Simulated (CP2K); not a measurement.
The system is Sb.

```xyz
2
Lattice="3.1224 0.0000 0.0000 0.0000 4.3475 0.0000 -0.0389 0.0000 4.4059" Properties=species:S:1:pos:R:3 pbc="T T T"
Sb    0.0262    1.0869    1.0625
Sb    3.0573    3.2606    3.3433
```

This isn't the form of Sb at room conditions, which is rhombohedral.

* Program: CP2K 2026.2
* Task: single point
* Functional: PBE
* Potentials or basis: POTENTIAL_UZH Sb GTH-PBE-q5; TZVP-MOLOPT-PBE-GTH basis
* Density cutoff: 6123 eV
* k mesh: 9 × 6 × 6
* Occupations: fermi-dirac, width 0.05 eV
* Spin: no spin polarisation

On this cell: pressure 1.4 GPa; largest force 0.069 eV/Å; band gap on the k mesh none (metal or under the smearing width).

The same run follows on a disturbed copy (atoms moved at random, drawn with an rms of 0.05 Å):

```xyz
2
Lattice="3.1224 0.0000 0.0000 0.0000 4.3475 0.0000 -0.0389 0.0000 4.4059" Properties=species:S:1:pos:R:3 pbc="T T T"
Sb    0.0286    1.1368    1.0689
Sb    3.0974    3.2454    3.3720
```

Problem. What does the disturbed cell give?

Solution. The energy (extrapolated to zero smearing) moves by +2.3 meV/atom; pressure 1.6 GPa; largest force 0.132 eV/Å; band gap on the k mesh none (metal or under the smearing width).

Forces on the atoms (eV/Å):
```
Sb  -0.012 -0.101  0.084
Sb   0.012  0.101 -0.084
```

Stress tensor (GPa, compression positive):
```
 2.05  0.02  0.09
 0.02  1.23 -0.48
 0.09 -0.48  1.44
```

Caveats: the basis of atomic orbitals isn't converged, which shifts pressures, moduli and gaps.
